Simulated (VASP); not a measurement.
# SnTe (Pm-3m) in VASP: a series of runs

The runs below take SnTe through QSGW0 quasiparticle levels, G0W0 low-scaling quasiparticle levels, equation of state, with PBEsol, PBE, LDA, r2SCAN.

Program: VASP 6.6.1. These are calculated values, not measurements. Logs are shortened: lines on timing, memory, paths and dates and some standing lists are left out, and cuts for length are marked.

### Step 1. Starting point

It takes space group Pm-3m (No. 221, cubic). The conventional cell has a = 3.905 Å, b = 3.905 Å, c = 3.905 Å, α = 90.00°, β = 90.00°, γ = 90.00°. Te (site symmetry m-3m) has 8 Sn at 3.38 Å as nearest neighbours. Sn (site symmetry m-3m) is surrounded by 8 Te at 3.38 Å.

Measurements of this composition are mostly on another form, of space group No. 225.

### Step 2. QSGW0 quasiparticle levels, PBEsol

Input file POSCAR:

```
SnTe
1.0
    3.9047000000      0.0000000000      0.0000000000
    0.0000000000      3.9047000000      0.0000000000
    0.0000000000      0.0000000000      3.9047000000
Te Sn
1 1
Direct
    0.5000000000      0.5000000000      0.5000000000
    0.0000000000      0.0000000000      0.0000000000
```

Input file INCAR.step1:

```
SYSTEM = SnTe
PREC = Accurate
ENCUT = 450
EDIFF = 1E-8
ISMEAR = 0
SIGMA = 0.01
LREAL = .FALSE.
LASPH = .TRUE.
NELM = 80
ALGO = Normal
LWAVE = .TRUE.
LCHARG = .FALSE.
GGA = PS
```

Input file INCAR.step2:

```
SYSTEM = SnTe
PREC = Accurate
ENCUT = 450
EDIFF = 1E-8
ISMEAR = 0
SIGMA = 0.01
LREAL = .FALSE.
LASPH = .TRUE.
NELM = 1
ALGO = Exact
LWAVE = .TRUE.
LCHARG = .FALSE.
GGA = PS
NBANDS = 155
LOPTICS = .TRUE.
ISTART = 1
```

Input file INCAR.step3:

```
SYSTEM = SnTe
PREC = Accurate
ENCUT = 450
EDIFF = 1E-8
ISMEAR = 0
SIGMA = 0.01
LREAL = .FALSE.
LASPH = .TRUE.
ALGO = QPGW0
LWAVE = .FALSE.
LCHARG = .FALSE.
GGA = PS
NELMGW = 4
NBANDS = 155
ENCUTGW = 150
NOMEGA = 48
PRECFOCK = Fast
ISTART = 1
NBANDSGW = 22
```

Input file KPOINTS:

```
regular mesh
0
G
  3 3 3
  0 0 0
```

Potentials or basis: VASP PAW PBE potentials, release 64 (Te_GW, Sn_d_GW).

Run with:

```
$ cat potpaw_PBE.64/Te_GW/POTCAR potpaw_PBE.64/Sn_d_GW/POTCAR > POTCAR
$ cp INCAR.step1 INCAR
$ mpirun -np 1 vasp_std > vasp.out
$ cp INCAR.step2 INCAR
$ mpirun -np 1 vasp_std > vasp.out
$ cp INCAR.step3 INCAR
$ mpirun -np 1 vasp_std > vasp.out
```

OUTCAR:

```text
SYSTEM = SnTe
   PREC = Accurate
   ENCUT = 450
   EDIFF = 1E-8
   ISMEAR = 0
   LREAL = .FALSE.
   LASPH = .TRUE.
   GGA = PS
   NELMGW = 4
   ENCUTGW = 150
   PRECFOCK = Fast
   ISTART = 1

 ion  position               nearest neighbor table
   1  0.500  0.500  0.500-   2 3.38   2 3.38   2 3.38   2 3.38   2 3.38   2 3.38   2 3.38   2 3.38

   2  0.000  0.000  0.000-   1 3.38   1 3.38   1 3.38   1 3.38   1 3.38   1 3.38   1 3.38   1 3.38

  LATTYP: Found a simple cubic cell.
 ALAT       =     3.9047000000

  Lattice vectors:

 A1 = (   3.9047000000,   0.0000000000,   0.0000000000)
 A2 = (   0.0000000000,   3.9047000000,   0.0000000000)
 A3 = (   0.0000000000,   0.0000000000,   3.9047000000)

Analysis of symmetry for initial positions (statically):
=====================================================================
 Subroutine PRICEL returns:
 Original cell was already a primitive cell.

 Routine SETGRP: Setting up the symmetry group for a
 simple cubic supercell.

 Subroutine GETGRP returns: Found 48 space group operations
 (whereof 48 operations were pure point group operations)
 out of a pool of 48 trial point group operations.

The static configuration has the point symmetry O_h .

Analysis of symmetry for dynamics (positions and initial velocities):
=====================================================================
 Subroutine PRICEL returns:
 Original cell was already a primitive cell.

 Routine SETGRP: Setting up the symmetry group for a
 simple cubic supercell.

 Subroutine GETGRP returns: Found 48 space group operations
 (whereof 48 operations were pure point group operations)
 out of a pool of 48 trial point group operations.

The dynamic configuration has the point symmetry O_h .

 Subroutine INISYM returns: Found 48 space group operations
 (whereof 48 operations are pure point group operations),
 and found     1 'primitive' translations

----------------------------------------------------------------------------------------

                                     Primitive cell

  volume of cell :      59.5337

  direct lattice vectors                    reciprocal lattice vectors
     3.904700000  0.000000000  0.000000000     0.256101621  0.000000000  0.000000000
     0.000000000  3.904700000  0.000000000     0.000000000  0.256101621  0.000000000
     0.000000000  0.000000000  3.904700000     0.000000000  0.000000000  0.256101621

  length of vectors
     3.904700000  3.904700000  3.904700000     0.256101621  0.256101621  0.256101621
[... 29 lines left out ...]
     0.000000000  0.000000000  0.000000000

 Subroutine IBZKPT returns following result:
 ===========================================

 Found      4 irreducible k-points:

 Following reciprocal coordinates:
            Coordinates               Weight
  0.000000  0.000000  0.000000      1.000000
  0.333333  0.000000  0.000000      6.000000
  0.333333  0.333333  0.000000     12.000000
  0.333333  0.333333  0.333333      8.000000
   k-points           NKPTS =      4   k-points in BZ     NKDIM =     27   number of bands    NBANDS=    155
   number of dos      NEDOS =    301   number of ions     NIONS =      2
   total plane-waves  NPLWV =  21952
   dimension x,y,z NGX =    28 NGY =   28 NGZ =   28
   dimension x,y,z NGXF=    56 NGYF=   56 NGZF=   56
   ions per type =               1   1
   NGX,Y,Z   is equivalent  to a cutoff of  11.92, 11.92, 11.92 a.u.
   NGXF,Y,Z  is equivalent  to a cutoff of  23.84, 23.84, 23.84 a.u.
 SYSTEM =  SnTe
   PREC   = accura    normal or accurate (medium, high low for compatibility)
   ISTART =      1    job   : 0-new  1-cont  2-samecut
   ICHARG =      0    charge: 1-file 2-atom 10-const
   ISPIN  =      1    spin polarized calculation?
   LNONCOLLINEAR =      F non collinear calculations
   LSORBIT =      F    spin-orbit coupling
   LASPH  =      T    aspherical Exc in radial PAW
   ENCUT  =  450.0 eV  33.07 Ry    5.75 a.u.   6.75  6.75  6.75*2*pi/ulx,y,z
   NELM   =     60;   NELMIN=  2; NELMDL=  0     # of ELM steps
   EDIFF  = 0.1E-07   stopping-criterion for ELM
   LREAL  =      F    real-space projection
   EDIFFG = 0.1E-06   stopping-criterion for IOM
   NSW    =      0    number of steps for IOM
   IBRION =     -1    ionic relax: 0-MD 1-quasi-New 2-CG
   NFREE  =      0    steps in history (QN), initial steepest desc. (CG)
   ISIF   =      0    stress and relaxation
   ISYM   =      3    0-nonsym 1-usesym 2-fastsym
   POTIM  = 0.5000    time-step for ionic-motion
   TEBEG  =    0.0;   TEEND  =   0.0 temperature during run
   PSTRESS=    0.0 pullay stress
   NELECT =      20.0000    total number of electrons
   NUPDOWN=      -1.0000    fix difference up-down
   EMIN   =  10.00;   EMAX   =-10.00  energy-range for DOS
   EFERMI =   0.00;   METHOD = LEGACY
   ISMEAR =     0;   SIGMA  =   0.01  broadening in eV -4-tet -1-fermi 0-gaus
   EFERMI_NEDOS =   21; number of points for ismear=-14 and -15
   IALGO  =     38    algorithm
   IMIX   =      4    mixing-type and parameters
     AMIX     =   0.40;   BMIX     =  1.00
     AMIX_MAG =   1.60;   BMIX_MAG =  1.00
  volume/ion in A,a.u.               =      29.77       200.88
  Fermi-wavevector in a.u.,A,eV,Ry     =   1.138057  2.150615 17.621893  1.295173
  Thomas-Fermi vector in A             =   2.274761
   LORBIT       =      0    0 simple, 1 ext, 2 COOP (PROOUT), +10 PAW based schemes
   GGA     = PS    functional components
   LHFCALC =     T    Hartree Fock is set to
   PRECFOCK=fast      Normal, Fast or Accurate (Low or Medium for compatibility)
   ENCUT4O =  -1.0   cutoff for four orbital integrals eV
   NKREDX  =     1    reduce k-point grid by
   NKREDY  =     1    reduce k-point grid by
   NKREDZ  =     1    reduce k-point grid by
   AEXX    =    1.0000 exact exchange contribution
   HFSCREEN=    0.0000 screening length (either q_TF or 0.3 A-1)
   HFSCREENC=   0.0000 screening length for correlation (either q_TF or 0.3 A-1)
   ENCUTFOCK=  -1.0 apply spherical cutoff to Coloumb kernel
   IVDW    =     0    specifies the selected vdW correction
   LEPSILON=     F    determine dielectric tensor
   LRPA    =     F    only Hartree local field effects (RPA)
   LRPAFORCE           =     F    calculate RPA forces
   ENCUTGW             = 150.0    cutoff for response function in eV
   ENCUTGWSOFT         = 120.0    soft cutoff for Coulomb kernel in GW response function in eV
   ENCUTLF             =  -1.0    cutoff for local field effects
   NELMGW              =     4    number of iterations in solving QP/BSE equation
   NELMHF              =     1    number of iterations in the inner HF iteration
   NKREDLFX            =     1    NKREDLFY  =   1   NKREDLFZ  =   1
 non-spin polarized calculation
 Gauss-broadening in eV      SIGMA  =   0.01
  energy-cutoff  :      450.00
  volume of cell :       59.53
 maximum number of plane-waves:      1310
 NGX is ok and might be reduce to    28
  NGX = 16; NGY = 16; NGZ = 16
   NGX = 13   NGY = 13   NGZ = 13
 maximum number of plane-waves:       251

 QP shifts <psi_nk| G(iteration)W_0 |psi_nk>: iteration 1
 for sc-GW calculations column KS-energies equals QP-energies in previous step
 and V_xc(KS)=  KS-energies - (<T + V_ion + V_H > + <T+V_H+V_ion>^1  + <V_x>^1)

 k-point   1 :       0.0000    0.0000    0.0000
  band No.  KS-energies  QP-energies   sigma(KS)   V_xc(KS)     V^pw_x(r,r')   Z            occupation Imag(sigma)

      1     -15.7985     -18.1949     -21.0864     -17.4343     -27.0085       0.6562       2.0000       0.6792
      2     -15.7985     -18.1949     -21.0864     -17.4343     -27.0085       0.6562       2.0000       0.6792
      3     -15.7575     -18.1763     -21.1560     -17.4829     -27.0810       0.6585       2.0000       0.6805
      4     -15.7575     -18.1763     -21.1560     -17.4829     -27.0810       0.6585       2.0000       0.6805
      5     -15.7575     -18.1763     -21.1560     -17.4829     -27.0810       0.6585       2.0000       0.6805
      6      -6.4168      -6.4969     -10.7865     -10.6678     -17.0949       0.6751       2.0000       1.4516
[... 516 lines left out ...]
     21      20.5131      20.5134      20.5124      20.5122       0.7522       0.0000
     22      21.2044      21.2068      21.2068      21.2076       0.7551       0.0000
```

OUTCAR.step1:

```text
SYSTEM = SnTe
   PREC = Accurate
   ENCUT = 450
   EDIFF = 1E-8
   ISMEAR = 0
   LREAL = .FALSE.
   LASPH = .TRUE.
[... 268 lines left out ...]
      1.95235      1.95235      1.95235         0.000000      0.000000      0.000000
      0.00000      0.00000      0.00000         0.000000      0.000000      0.000000
 -----------------------------------------------------------------------------------
    total drift:                               -0.000000      0.000000     -0.000000

  FREE ENERGIE OF THE ION-ELECTRON SYSTEM (eV)
  ---------------------------------------------------
  free  energy   TOTEN  =        -7.7195028908 eV

  energy  without entropy=       -7.7195028908  energy(sigma->0) =       -7.71950289
```

Wall time 7.5 min (1 thread of Intel Xeon Platinum 8488C (Sapphire Rapids), shared host); peak memory 0.62 GiB.

Results:

| Quantity | Value |
| --- | --- |
| Band gap on the k mesh, mean-field level | 0.53 eV, indirect (least direct gap 2.07 eV) |
| Quasiparticle gap | 0.79 eV |
| Least direct quasiparticle gap | 2.45 eV |

Levels at points of the mesh, in eV from the valence-band top:
```csv
k point,band 6,band 7,band 8,band 9,band 10,band 11,band 12,band 13,band 14
"(0.00, 0.00, 0.00)",-12.19,-5.29,-1.62,-1.62,-1.62,3.61,3.61,5.39,5.39
```

Quasiparticle gap after each update of the energies (eV): 0.75, 0.75, 0.78, 0.79, 0.79

Caveat: the k mesh is coarse (spacing up to 0.54 Å⁻¹), so the values aren't converged; bands, screening cutoff and mesh are small and nothing is extrapolated, so the quasiparticle values aren't converged; the PAW data sets were made with another functional, which shifts forces and pressure a little; spin-orbit coupling is left out, which moves the levels of the heavy elements; an odd mesh through Γ misses points on the zone boundary, where band edges often lie.

### Step 3. G0W0 low-scaling quasiparticle levels, PBE

POSCAR is that of step 2.

Input file INCAR.step1:

```
ALGO = Normal
EDIFF = 1E-8
ENCUT = 500
GGA = PE
ISMEAR = 0
LASPH = T
LCHARG = F
LREAL = F
LWAVE = T
NELM = 100
PREC = Accurate
SIGMA = 0.01
```

Input file INCAR.step2:

```
ALGO = Exact
EDIFF = 1E-8
ENCUT = 500
GGA = PE
ISMEAR = 0
ISTART = 1
LASPH = T
LCHARG = F
LOPTICS = T
LREAL = F
LWAVE = T
NBANDS = 378
NELM = 1
PREC = Accurate
SIGMA = 0.01
```

Input file INCAR.step3:

```
ALGO = EVGW0R
EDIFF = 1E-8
ENCUT = 500
ENCUTGW = 150
GGA = PE
ISMEAR = 0
ISTART = 1
LASPH = T
LCHARG = F
LREAL = F
LWAVE = F
NBANDS = 378
NBANDSGW = 18
NELMGW = 1
NOMEGA = 16
PREC = Accurate
PRECFOCK = Fast
SIGMA = 0.01
```

Input file KPOINTS:

```
k-points
0
Gamma
  3 3 3
```

Potentials or basis: VASP PAW PBE potentials, release 64 (Te_GW, Sn_d_GW).

Run with:

```
$ cat potpaw_PBE.64/Te_GW/POTCAR potpaw_PBE.64/Sn_d_GW/POTCAR > POTCAR
$ cp INCAR.step1 INCAR
$ mpirun -np 1 vasp_std > vasp.out
$ cp INCAR.step2 INCAR
$ mpirun -np 1 vasp_std > vasp.out
$ cp INCAR.step3 INCAR
$ mpirun -np 1 vasp_std > vasp.out
```

OUTCAR:

```text
EDIFF = 1E-8
   ENCUT = 500
   ENCUTGW = 150
   GGA = PE
   ISMEAR = 0
   ISTART = 1
   LASPH = T
   LREAL = F
   NELMGW = 1
   PREC = Accurate
   PRECFOCK = Fast

 ion  position               nearest neighbor table
   1  0.500  0.500  0.500-   2 3.38   2 3.38   2 3.38   2 3.38   2 3.38   2 3.38   2 3.38   2 3.38

   2  0.000  0.000  0.000-   1 3.38   1 3.38   1 3.38   1 3.38   1 3.38   1 3.38   1 3.38   1 3.38

  LATTYP: Found a simple cubic cell.
 ALAT       =     3.9047000000

  Lattice vectors:
[... 170 lines left out ...]
            150.000           120.000      -24.5220250288      -44.0578056861
            142.857           114.286      -24.2974812986      -43.7598744707
            136.054           108.844      -24.0587136135      -43.4420673994
            129.576           103.661      -23.7964584607      -43.0920089153
            123.405            98.724      -23.5225243588      -42.7250693029
            117.529            94.023      -23.2449827489      -42.3516979422
            111.932            89.546      -22.9516135475      -41.9568898100
            106.602            85.282      -22.6368748714      -41.5332829582
  linear regression
  converged value                          -27.3269039187      -47.8189563696

 QP shifts evaluated in KS or natural orbital/ Bruckner basis
 k-point   1 :       0.0000    0.0000    0.0000
 band No.  KS-energies   sigma(KS)    QP-e(linear)    Z         QP-e(zeros)     Z        occupation    Imag(E_QP)    QP_DIFF TAG

      1     -15.7661     -19.5797     -18.6728       0.7622     -18.5809       0.7121       2.0000      -0.6157       0.0000   2
      2     -15.7661     -19.5797     -18.6728       0.7622     -18.5809       0.7121       2.0000      -0.6157      -0.0000   2
      3     -15.7250     -19.5099     -18.5954       0.7584     -18.5031       0.7078       2.0000      -0.6557      -0.0000   2
      4     -15.7250     -19.5100     -18.5954       0.7584     -18.5031       0.7078       2.0000      -0.6557      -0.0000   2
      5     -15.7250     -19.5099     -18.5954       0.7584     -18.5031       0.7078       2.0000      -0.6557       0.0000   2
      6      -6.2490      -6.4844      -6.4039       0.6582      -6.4037       0.6553       2.0000      -1.1891      -0.0000   2
[... 64 lines left out ...]
      5     -15.7281     -19.5403     -18.6313       0.7615     -18.5384       0.7110       2.0000      -0.6042       0.0000   2
      6      -4.2474      -4.3906      -4.3429       0.6671      -4.3427       0.6651       2.0000      -0.7733      -0.0000   2
[... 10 lines left out ...]
     17      18.1433      17.9083      17.9676       0.7478      17.9672       0.7499       0.0000      -0.7302       0.0000   2
     18      18.1433      17.9083      17.9676       0.7478      17.9672       0.7499       0.0000      -0.7302       0.0000   2

  HF+RPA corr. energy TOTEN  =       -38.45473637 eV

  HF+E_corr(extrapolated)    =       -41.25961526 eV
```

OUTCAR.step2:

```text
EDIFF = 1E-8
   ENCUT = 500
   GGA = PE
   ISMEAR = 0
[... 634 lines left out ...]
  --------------------------------------------------------------------------------------------------------------
     0.00000    21.93434    21.93434    21.93434    -0.00000     0.00000    -0.00000
     2.45177   -21.06790   -21.06790   -21.06790    -0.00000     0.00000    -0.00000
     4.90355     2.26841     2.26841     2.26841     0.00000    -0.00000     0.00000
     7.35532    -5.36501    -5.36501    -5.36501     0.00000    -0.00000     0.00000
     9.80710    -2.94241    -2.94241    -2.94241    -0.00000    -0.00000     0.00000
    12.25887    -0.13903    -0.13903    -0.13903     0.00000    -0.00000     0.00000
[... 92 lines left out ...]
   240.27391     0.98980     0.98980     0.98980     0.00000    -0.00000     0.00000
   242.72569     0.99002     0.99002     0.99002     0.00000    -0.00000     0.00000
```

Run time: 20 min. Hardware: 1 thread of Intel Xeon 6975P-C (Granite Rapids), shared host; peak memory 7.8 GiB.

What came out:

| Property | Result |
| --- | --- |
| Band gap on the k mesh, mean-field level | 0.57 eV, indirect (least direct gap 2.11 eV) |
| Quasiparticle gap | 0.73 eV |
| Least direct quasiparticle gap | 2.33 eV |
| RPA correlation energy | -13.663 eV/atom |
| RPA correlation energy per cell | -27.327 eV |

Levels at points of the mesh, in eV from the valence-band top:
| k point | band 7 | band 8 | band 9 | band 10 | band 11 | band 12 | band 13 | band 14 |
| --- | --- | --- | --- | --- | --- | --- | --- | --- |
| (0.00, 0.00, 0.00) | -5.25 | -1.61 | -1.61 | -1.61 | 3.68 | 3.68 | 5.41 | 5.41 |

Caveat: the k mesh is coarse (spacing up to 0.54 Å⁻¹), so the values aren't converged; bands, screening cutoff and mesh are small and nothing is extrapolated, so the quasiparticle values aren't converged; spin-orbit coupling is left out, which moves the levels of the heavy elements; an odd mesh through Γ misses points on the zone boundary, where band edges often lie.

### Step 4. Equation of state, LDA, 28.87 Å³/atom

Input file INCAR:

```
PREC = Accurate
ENCUT = 900
EDIFF = 1E-8
ISMEAR = 0
SIGMA = 0.02
LREAL = False
LASPH = True
NELM = 100
ALGO = Normal
ISIF = 2
LWAVE = False
LCHARG = False
GGA = CA
ADDGRID = False
```

Input file KPOINTS:

```
regular mesh
0
Gamma
  9 9 9
```

Input file POSCAR:

```
SnTe
1.0
    3.8652558891      0.0000000000      0.0000000000
    0.0000000000      3.8652558891      0.0000000000
    0.0000000000      0.0000000000      3.8652558891
Te Sn
1 1
Direct
    0.5000000000      0.5000000000      0.5000000000
    0.0000000000      0.0000000000      0.0000000000
```

Potentials or basis: VASP PAW LDA potentials, release 64 (Te, Sn_d).

Run with:

```
$ cat potpaw_LDA.64/Te/POTCAR potpaw_LDA.64/Sn_d/POTCAR > POTCAR
$ mpirun -np 1 vasp_std > vasp.out
```

It took 35 s on 1 thread of AMD EPYC 9R14 (Zen 4), shared host; peak memory 0.21 GiB.

Results (log left out):

```
Free energy            : -8.3826 eV
Pressure               : -3.0 GPa
Band gap on the k mesh : none (metal or under the smearing width)
```

### Step 5. Equation of state, LDA, 30.66 Å³/atom

INCAR is that of step 4.

KPOINTS is that of step 4.

Input file POSCAR:

```
SnTe
1.0
    3.9433629105      0.0000000000      0.0000000000
    0.0000000000      3.9433629105      0.0000000000
    0.0000000000      0.0000000000      3.9433629105
Te Sn
1 1
Direct
    0.5000000000      0.5000000000      0.5000000000
    0.0000000000      0.0000000000      0.0000000000
```

Run with:

```
$ cat potpaw_LDA.64/Te/POTCAR potpaw_LDA.64/Sn_d/POTCAR > POTCAR
$ mpirun -np 1 vasp_std > vasp.out
```

Run time: 39 s. Hardware: 1 thread of AMD EPYC 9R14 (Zen 4), shared host; peak memory 0.21 GiB.

The run converged. Its results:

| Quantity | Value |
| --- | --- |
| Free energy | -8.2935 eV |
| Pressure | -4.8 GPa |
| Band gap on the k mesh | none (metal or under the smearing width) |

### Step 6. Equation of state, LDA, 28.87 Å³/atom

INCAR, as its differences from that of step 5:

```diff
@@ -1,6 +1,6 @@
 PREC = Accurate
-ENCUT = 900
-EDIFF = 1E-8
+ENCUT = 250
+EDIFF = 1E-6
 ISMEAR = 0
-SIGMA = 0.02
+SIGMA = 0.05
 LREAL = False
```

Input file KPOINTS:

```
regular mesh
0
Gamma
  2 2 2
```

Input file POSCAR:

```
SnTe
1.0
    3.8652558891      0.0000000000      0.0000000000
    0.0000000000      3.8652558891      0.0000000000
    0.0000000000      0.0000000000      3.8652558891
Te Sn
1 1
Direct
    0.5000000000      0.5000000000      0.5000000000
    0.0000000000      0.0000000000      0.0000000000
```

Potentials or basis: VASP PAW LDA potentials, release 64 (Te, Sn_d).

Run with:

```
$ cat potpaw_LDA.64/Te/POTCAR potpaw_LDA.64/Sn_d/POTCAR > POTCAR
$ mpirun -np 1 vasp_std > vasp.out
```

Wall time 1.5 s (1 thread of AMD EPYC 9R14 (Zen 4), shared host); peak memory 0.08 GiB.

These settings aren't checked as converged: the numbers below hold their error.

Results:

```yaml
Free_energy: -7.0440 eV
Band_gap_on_the_k_mesh: none (metal or under the smearing width)
```

Caveat: the k mesh is coarse (spacing up to 0.81 Å⁻¹), so the values aren't converged; the cutoff is under 1.25 times the usual one of these potentials, so pressure, stress and relaxed cells hold a basis-set (Pulay) error.

[end of part 1 of 7]
